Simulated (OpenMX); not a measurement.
The system is Ta2N.

```
Ta N
1.0
     3.11286    0.00000    0.00000
    -1.55643    2.69582    0.00000
     0.00000    0.00000    4.86984
Ta N
2 1
Direct
  0.33333 0.66667 0.25471
  0.66667 0.33333 0.74529
  0.00000 0.00000 0.00000
```

The cell comes from a database or a generator and needn't be the stable form of this composition.

Base run:

```yaml
Program: OpenMX 3.8.5
Functional: PBE
Dispersion: D3
Potentials_or_basis: OpenMX 2013 PBE set, Ta7.0-s3p2d2f1, N6.0-s2p2d1, grid cutoff 400 Ry
k_mesh: 7 × 7 × 5
Occupations: fermi-dirac, width 0.05 eV
Spin: no spin polarisation
```

Its results: band gap on the k mesh none (metal or under the smearing width); pressure -9.4 GPa; largest force 0.055 eV/Å.

After a change of settings the same cell gave: band gap on the k mesh none (metal or under the smearing width); pressure -6.6 GPa; largest force 0.031 eV/Å. Which change was it?
A. dispersion from D3 to D3(BJ)
B. dispersion from D3 to D4
C. dispersion from D3 to none

B.

Caveats: the basis of atomic orbitals isn't converged, which shifts pressures, moduli and gaps; pairwise dispersion overbinds metals, which lowers pressure and volume.
